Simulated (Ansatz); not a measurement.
Calculation for K (dhcp type): DFT, PBE, norm-conserving pseudopotentials, Ansatz's default files, scalar-relativistic (Ansatz 0.2.0). This run: the series' base cell.

The cell comes from a relaxation on PAW files under the same functional, begun from a prototype that needn't be the stable phase.

Command: `ansatz run input.yaml --threads 1 --pin off --max-ram 3072MiB --backend cpu --events-out ev --progress --plain --runs-dir out` It took 15 s on 1 thread of Arm Neoverse V2, on a shared host, peak memory 0.68 GiB.

```yaml
crystal:
  lattice:
    - [4.7146953698, 0.0, 0.0]
    - [-2.3573476849, 4.0830459613, 0.0]
    - [0.0, 0.0, 15.3227599518]
  atoms:
    - { symbol: K, position: [0.0, 0.0, 0.0] }
    - { symbol: K, position: [0.0, 0.0, 0.5] }
    - { symbol: K, position: [0.3333333333, 0.6666666667, 0.25] }
    - { symbol: K, position: [0.6666666667, 0.3333333333, 0.75] }
kpoints:
  mp_grid: { grid: [8, 8, 3] }
scf:
  occupations: { method: fermi_dirac, width: 0.1 }
hamiltonian:
  xc: pbe
  pseudopotentials: { kind: nc }
output:
  forces: true
  stress: true
  eigenvalues: true
```

Output:

```
Engine: ansatz 0.2.0
Pseudopotentials: kind: nc
Pseudopotential: K, nc, valence charge 9, recommended cutoff 850 eV (normal), K.nc.azcp
Functional definition: PBE
  parameter kappa = 0.804
  parameter beta = 0.06672455060314922
  exchange = pbe_x(kappa = kappa, mu = beta*pi^2/3)
  correlation = pbe_c(beta = beta)
Crystal: 4 atoms, lattice volume = 294.968 Å³
Basis set: ecut = 850 eV, 16609 PW (Γ), exchange–correlation on 90×90×300 points (8 copies of the dense FFT grid, shifted against one another)
Bands: 22, of which v1, the nominal top of the filled ones, is band 18 counted from 1 (17 counted from 0)
Symmetry: 24 space group operations
Space group: P63/mmc (ITA 194), of the structure as read, at distance tolerance 6.7e-5 Å
k-points: 20 of 192
Non-local potential: K, projectors of the file, l = 0: 2, l = 1: 2, l = 2: 2
Initial density: superposition of atomic densities (chi_scale 0.1, normalization cell)
Initial wavefunctions: pseudopotential atomic-orbital guess
Functional: x = pbe(κ = 0.804, μ = 0.2195149727645171), c = pbe(β = 0.06672455060314922)
SCF iter   1: F=—  HF=-3076.403170 eV  |F-HF|=—  |Δ(HF+E_count)|=         —  Δρ=2.94e-3  dr2=6.82e-2  ethr=3.10e-3  ⟨swp⟩=8.2  Hψ=2448  notcnv=0
preconditioner: auto → Kerker (q_TF=auto, 1.922 Å⁻¹)  [metal: Δε(μ)=0.126 eV  Ē_g=1.889 eV  σ=0.100 eV  W_gap=0.30  n_scr=38 (ndim 8)  ℏωp=4.3 eV  f_vac=0.000  D(μ)=3.21/eV (n_scr^D=6)]
SCF iter   2: F=—  HF=-3076.392844 eV  |F-HF|=—  |Δ(HF+E_count)|=   1.03e-2  Δρ=1.91e-3  dr2=3.36e-2  ethr=1.89e-4  ⟨swp⟩=1.4  Hψ=623  notcnv=0
SCF iter   3: F=—  HF=-3076.388353 eV  |F-HF|=—  |Δ(HF+E_count)|=   4.49e-3  Δρ=8.83e-4  dr2=2.79e-3  ethr=9.34e-5  ⟨swp⟩=2.2  Hψ=696  notcnv=0
SCF iter   4: F=—  HF=-3076.388756 eV  |F-HF|=—  |Δ(HF+E_count)|=   4.03e-4  Δρ=6.34e-4  dr2=6.15e-4  ethr=7.75e-6  ⟨swp⟩=2.2  Hψ=806  notcnv=0
SCF iter   5: F=—  HF=-3076.388551 eV  |F-HF|=—  |Δ(HF+E_count)|=   2.05e-4  Δρ=9.18e-5  dr2=2.18e-5  ethr=1.71e-6  ⟨swp⟩=2.1  Hψ=704  notcnv=0
SCF iter   6: F=—  HF=-3076.388454 eV  |F-HF|=—  |Δ(HF+E_count)|=   9.76e-5  Δρ=1.74e-5  dr2=2.10e-6  ethr=6.06e-8  ⟨swp⟩=3.5  Hψ=896  notcnv=0
SCF iter   7: F=-3076.388455 eV  HF=-3076.388455 eV  |F-HF|=5.69e-8  |Δ(HF+E_count)|=   1.11e-6  Δρ=5.31e-6  dr2=8.62e-8  ethr=2.78e-10  ⟨swp⟩=9.6  Hψ=2633  notcnv=0
SCF 1 converged in 7 iterations: F = -3076.388455 eV  dr2 = 8.62e-8
SCF converged after 7 iterations
Free energy (F): -3076.388455 eV
Harris-Foulkes:  -3076.388455 eV  (|F-HF|=5.69e-8)
Internal energy: -3076.282878 eV  (E = F + TS)
E sigma→0 (E₀):  -3076.335667 eV
Entropy (-TS):   -0.105577 eV (-26.394 meV/atom)
Fermi energy:    1.788164 eV
--- Per-component energies (eV) ---
  E_band       = -570.038654
  E_kinetic    = 1092.669021
  E_local      = -3523.999816  (includes V_loc(G=0)·N_el)
  E_nonlocal   = 396.143791
  E_hartree    = 1035.112285
  E_xc         = -469.547058
  E_vxc        = -605.076670  (∫ρ·V_xc dr)
  E_ewald      = -1606.661101
  E_smearing   = -0.105577  (= −TS)
  E_closure    = 0.000000  (closes the sum)
  Σ components = -3076.388455   (vs F -3076.388455, Δ=0.00e0)
--- Forces (eV/Å), atoms counted from 1 ---
  atom   1  K     -0.00000000    -0.00000000    -0.00000000
  atom   2  K      0.00000000    -0.00000000     0.00000000
  atom   3  K     -0.00000000    -0.00000000     0.00000000
  atom   4  K     -0.00000000     0.00000000     0.00000000
  max |Σ_I F_I| component: 2.31e-18 eV/Å
--- Stress (GPa, compression-positive) ---
        0.033205      -0.000000      -0.000000
       -0.000000       0.033205      -0.000000
       -0.000000      -0.000000       0.006036
  P = ⅓ Tr σ = 0.0241 GPa (0.241 kbar)
--- Band table (eV; the first three rows and the last of 20) ---
  k-point 0: bands = ["-30.3297", "-30.3280", "-30.3275", "-30.3259", "-13.8474", "-13.8148", "-13.8138", "-13.7903", "-13.7903", "-13.7857", "-13.7857", "-13.7855", "-13.7855", "-13.7809", "-13.7809", "-13.7807", "-0.3576", "0.3593", "0.3598", "2.1330", "2.3593", "4.5520"]
  k-point 1: bands = ["-30.3294", "-30.3287", "-30.3268", "-30.3261", "-13.8430", "-13.8309", "-13.7976", "-13.7897", "-13.7897", "-13.7880", "-13.7880", "-13.7853", "-13.7832", "-13.7832", "-13.7815", "-13.7815", "-0.2756", "-0.0331", "0.8850", "1.5183", "3.0225", "3.7996"]
  k-point 2: bands = ["-30.3292", "-30.3277", "-30.3272", "-30.3257", "-13.8442", "-13.8160", "-13.8152", "-13.7973", "-13.7926", "-13.7910", "-13.7906", "-13.7880", "-13.7875", "-13.7872", "-13.7821", "-13.7820", "-0.1958", "0.5123", "0.5127", "2.3008", "2.4401", "4.5634"]
  k-point 19: bands = ["-30.3255", "-30.3254", "-30.3248", "-30.3248", "-13.8351", "-13.8343", "-13.8300", "-13.8288", "-13.8189", "-13.8179", "-13.8141", "-13.8093", "-13.8033", "-13.7990", "-13.7960", "-13.7945", "2.4096", "2.4104", "2.5768", "2.6030", "3.1258", "3.2068"]
```

Next run (volume at 0.92 of the series' base cell), as changes to the input before:

```diff
   lattice:
-    - [4.7146953698, 0.0, 0.0]
-    - [-2.3573476849, 4.0830459613, 0.0]
-    - [0.0, 0.0, 15.3227599518]
+    - [4.5854600357, 0.0, 0.0]
+    - [-2.2927300178, 3.9711248789, 0.0]
+    - [0.0, 0.0, 14.902745116]
   atoms:
```

Results part of the output:

```
SCF 1 converged in 8 iterations: F = -3076.360703 eV  dr2 = 5.67e-9
SCF converged after 8 iterations
Free energy (F): -3076.360703 eV
Harris-Foulkes:  -3076.360703 eV  (|F-HF|=4.78e-9)
Internal energy: -3076.258654 eV  (E = F + TS)
E sigma→0 (E₀):  -3076.309679 eV
Entropy (-TS):   -0.102049 eV (-25.512 meV/atom)
Fermi energy:    2.146689 eV
--- Per-component energies (eV) ---
  E_band       = -555.895503
  E_kinetic    = 1093.670816
  E_local      = -3448.340507  (includes V_loc(G=0)·N_el)
  E_nonlocal   = 396.313311
  E_hartree    = 1004.130246
  E_xc         = -470.089728
  E_vxc        = -605.799271  (∫ρ·V_xc dr)
  E_ewald      = -1651.942792
  E_smearing   = -0.102049  (= −TS)
  E_closure    = -0.000000  (closes the sum)
  Σ components = -3076.360703   (vs F -3076.360703, Δ=0.00e0)
--- Forces (eV/Å), atoms counted from 1 ---
  atom   1  K      0.00000000     0.00000000     0.00000000
  atom   2  K      0.00000000    -0.00000000     0.00000000
  atom   3  K      0.00000000    -0.00000000     0.00000000
  atom   4  K      0.00000000     0.00000000     0.00000000
  max |Σ_I F_I| component: 1.16e-18 eV/Å
--- Stress (GPa, compression-positive) ---
        0.385639      -0.000000       0.000000
       -0.000000       0.385639       0.000000
        0.000000       0.000000       0.354130
  P = ⅓ Tr σ = 0.3751 GPa (3.751 kbar)
--- Band table (eV; the first three rows and the last of 20) ---
  k-point 0: bands = ["-29.9260", "-29.9233", "-29.9230", "-29.9203", "-13.4601", "-13.4160", "-13.4152", "-13.3829", "-13.3829", "-13.3767", "-13.3767", "-13.3766", "-13.3766", "-13.3704", "-13.3704", "-13.3703", "-0.1193", "0.6456", "0.6460", "2.4915", "2.7537", "4.9687"]
  k-point 1: bands = ["-29.9256", "-29.9246", "-29.9217", "-29.9207", "-13.4542", "-13.4380", "-13.3931", "-13.3821", "-13.3821", "-13.3798", "-13.3798", "-13.3764", "-13.3735", "-13.3735", "-13.3713", "-13.3713", "-0.0314", "0.2279", "1.2015", "1.8648", "3.4215", "4.2095"]
  k-point 2: bands = ["-29.9253", "-29.9228", "-29.9224", "-29.9200", "-13.4557", "-13.4176", "-13.4170", "-13.3923", "-13.3860", "-13.3840", "-13.3834", "-13.3800", "-13.3791", "-13.3789", "-13.3720", "-13.3720", "0.0540", "0.8081", "0.8085", "2.6705", "2.8309", "4.9720"]
  k-point 19: bands = ["-29.9196", "-29.9195", "-29.9189", "-29.9188", "-13.4434", "-13.4422", "-13.4364", "-13.4348", "-13.4215", "-13.4201", "-13.4149", "-13.4085", "-13.4005", "-13.3945", "-13.3905", "-13.3886", "2.7849", "2.7948", "2.9541", "2.9930", "3.4981", "3.5936"]
```

Next run (volume at 0.6 of the series' base cell), as changes to the input before:

```diff
   lattice:
-    - [4.5854600357, 0.0, 0.0]
-    - [-2.2927300178, 3.9711248789, 0.0]
-    - [0.0, 0.0, 14.902745116]
+    - [3.9765280818, 0.0, 0.0]
+    - [-1.9882640409, 3.4437743377, 0.0]
+    - [0.0, 0.0, 12.9237162659]
   atoms:
```

Results part of the output:

```
SCF 1 converged in 7 iterations: F = -3075.203979 eV  dr2 = 4.44e-8
SCF converged after 7 iterations
Free energy (F): -3075.203979 eV
Harris-Foulkes:  -3075.203979 eV  (|F-HF|=3.08e-8)
Internal energy: -3075.107929 eV  (E = F + TS)
E sigma→0 (E₀):  -3075.155954 eV
Entropy (-TS):   -0.096050 eV (-24.012 meV/atom)
Fermi energy:    4.594572 eV
--- Per-component energies (eV) ---
  E_band       = -467.994298
  E_kinetic    = 1101.126133
  E_local      = -3034.439559  (includes V_loc(G=0)·N_el)
  E_nonlocal   = 397.523970
  E_hartree    = 839.095718
  E_xc         = -473.506820
  E_vxc        = -610.398382  (∫ρ·V_xc dr)
  E_ewald      = -1904.907371
  E_smearing   = -0.096050  (= −TS)
  E_closure    = -0.000000  (closes the sum)
  Σ components = -3075.203979   (vs F -3075.203979, Δ=0.00e0)
--- Forces (eV/Å), atoms counted from 1 ---
  atom   1  K      0.00000000    -0.00000000     0.00000000
  atom   2  K      0.00000000    -0.00000000     0.00000000
  atom   3  K      0.00000000     0.00000000     0.00000000
  atom   4  K      0.00000000     0.00000000     0.00000000
  max |Σ_I F_I| component: 4.05e-18 eV/Å
--- Stress (GPa, compression-positive) ---
        4.802320       0.000000       0.000000
       -0.000000       4.802320       0.000000
        0.000000       0.000000       4.715027
  P = ⅓ Tr σ = 4.7732 GPa (47.732 kbar)
--- Band table (eV; the first three rows and the last of 20) ---
  k-point 0: bands = ["-27.4661", "-27.4473", "-27.4470", "-27.4281", "-11.1658", "-10.9904", "-10.9902", "-10.8508", "-10.8508", "-10.8285", "-10.8285", "-10.8282", "-10.8282", "-10.8057", "-10.8057", "-10.8049", "1.6437", "2.7269", "2.7270", "4.8021", "5.5481", "7.5668"]
  k-point 1: bands = ["-27.4635", "-27.4566", "-27.4377", "-27.4307", "-11.1428", "-11.0792", "-10.8989", "-10.8478", "-10.8478", "-10.8396", "-10.8396", "-10.8304", "-10.8170", "-10.8170", "-10.8087", "-10.8087", "1.7727", "2.1463", "3.4556", "4.2470", "6.0758", "6.8250"]
  k-point 2: bands = ["-27.4612", "-27.4437", "-27.4435", "-27.4259", "-11.1474", "-10.9970", "-10.9965", "-10.8894", "-10.8631", "-10.8587", "-10.8558", "-10.8444", "-10.8374", "-10.8371", "-10.8112", "-10.8111", "1.8970", "2.9499", "2.9500", "5.0564", "5.5635", "7.5093"]
  k-point 19: bands = ["-27.4227", "-27.4217", "-27.4192", "-27.4182", "-11.0977", "-11.0922", "-11.0677", "-11.0617", "-11.0076", "-11.0020", "-10.9801", "-10.9548", "-10.9215", "-10.8964", "-10.8803", "-10.8736", "5.3152", "5.3502", "5.4503", "5.5169", "5.9226", "6.0962"]
```

Next run (volume at 0.45 of the series' base cell), as changes to the input before:

```diff
   lattice:
-    - [3.9765280818, 0.0, 0.0]
-    - [-1.9882640409, 3.4437743377, 0.0]
-    - [0.0, 0.0, 12.9237162659]
+    - [3.6129155327, 0.0, 0.0]
+    - [-1.8064577664, 3.1288766331, 0.0]
+    - [0.0, 0.0, 11.7419754814]
   atoms:
```

Results part of the output:

```
SCF 1 converged in 7 iterations: F = -3073.021824 eV  dr2 = 2.11e-8
SCF converged after 7 iterations
Free energy (F): -3073.021824 eV
Harris-Foulkes:  -3073.021824 eV  (|F-HF|=2.35e-8)
Internal energy: -3072.892185 eV  (E = F + TS)
E sigma→0 (E₀):  -3072.957004 eV
Entropy (-TS):   -0.129639 eV (-32.410 meV/atom)
Fermi energy:    6.928577 eV
--- Per-component energies (eV) ---
  E_band       = -390.635195
  E_kinetic    = 1109.463677
  E_local      = -2731.070075  (includes V_loc(G=0)·N_el)
  E_nonlocal   = 398.315156
  E_hartree    = 723.672880
  E_xc         = -476.651971
  E_vxc        = -614.689367  (∫ρ·V_xc dr)
  E_ewald      = -2096.621852
  E_smearing   = -0.129639  (= −TS)
  E_closure    = -0.000000  (closes the sum)
  Σ components = -3073.021824   (vs F -3073.021824, Δ=0.00e0)
--- Forces (eV/Å), atoms counted from 1 ---
  atom   1  K      0.00000000     0.00000000     0.00000000
  atom   2  K     -0.00000000     0.00000000     0.00000000
  atom   3  K      0.00000000    -0.00000000     0.00000000
  atom   4  K     -0.00000000     0.00000000    -0.00000000
  max |Σ_I F_I| component: 3.22e-30 eV/Å
--- Stress (GPa, compression-positive) ---
       12.151645       0.000000      -0.000000
       -0.000000      12.151645      -0.000000
       -0.000000      -0.000000      12.107195
  P = ⅓ Tr σ = 12.1368 GPa (121.368 kbar)
--- Band table (eV; the first three rows and the last of 20) ---
  k-point 0: bands = ["-25.3866", "-25.3297", "-25.3270", "-25.2690", "-9.3191", "-8.9313", "-8.9296", "-8.6033", "-8.6033", "-8.5570", "-8.5570", "-8.5542", "-8.5542", "-8.5072", "-8.5072", "-8.5042", "3.5745", "4.9580", "4.9599", "6.9149", "8.4415", "9.8683"]
  k-point 1: bands = ["-25.3789", "-25.3576", "-25.2988", "-25.2770", "-9.2688", "-9.1288", "-8.7227", "-8.5970", "-8.5970", "-8.5796", "-8.5796", "-8.5639", "-8.5315", "-8.5315", "-8.5137", "-8.5137", "3.7472", "4.2360", "5.7911", "6.5519", "8.6971", "9.2284"]
  k-point 2: bands = ["-25.3718", "-25.3187", "-25.3161", "-25.2621", "-9.2774", "-8.9448", "-8.9441", "-8.6927", "-8.6313", "-8.6292", "-8.6169", "-8.5959", "-8.5769", "-8.5741", "-8.5187", "-8.5174", "3.9121", "5.2367", "5.2389", "7.2444", "8.3253", "9.7358"]
  k-point 19: bands = ["-25.2521", "-25.2493", "-25.2410", "-25.2382", "-9.1674", "-9.1530", "-9.0960", "-9.0849", "-8.9619", "-8.9476", "-8.8999", "-8.8416", "-8.7625", "-8.7056", "-8.6690", "-8.6537", "7.6847", "7.6850", "7.7656", "7.7984", "8.1754", "8.4460"]
```

The norm-conserving files are those that the library serves for this functional.
